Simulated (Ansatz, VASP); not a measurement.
## Two plane-wave programs on AlN

```
CELL_PARAMETERS angstrom
3.12989 0.00000 -0.23474
-1.56494 2.71056 0.11737
-0.37627 0.00000 5.01696
ATOMIC_POSITIONS crystal
Al 0.34150 0.66660 0.00305
Al 0.67490 0.33340 0.50305
N 0.32785 0.67209 0.38195
N 0.65576 0.32791 0.88195
```

Change from the starting cell: engineering shear strain xz -0.1500, normal strain along z +0.0000.

Alike in both runs: functional PBE; k mesh 9 × 9 × 6; occupations gaussian, width 0.05 eV; no spin polarisation.

Ansatz relaxed the structure, and its values are those at the end. VASP's run is a single point on that final structure, the one shown.

|  | VASP | Ansatz |
| --- | --- | --- |
| version | VASP 6.6.1 | Ansatz 0.2.0 |
| potentials or method | VASP PAW PBE potentials, release 64 (Al, N) | scalar-relativistic, plane waves, PAW |
| plane-wave cutoff (eV) | 520 | 520 |
| valence electrons in the cell | 16 | 16 |

VASP gave:

```
gap on the k mesh at the Fermi level (eV) : 3.44
least direct gap on the mesh (eV)         : 3.44
pressure (GPa)                            : 0.2
rms of the force components (eV/Å)        : 0.004
```

Q: Which values does Ansatz return?

A: gap on the k mesh at the Fermi level (eV): 3.44; least direct gap on the mesh (eV): 3.44; pressure (GPa): 0.4; rms of the force components (eV/Å): 0.004.

Ansatz warned: «stress_scf_threshold_loose».

Caveats: an odd mesh through Γ misses points on the zone boundary, where band edges often lie.
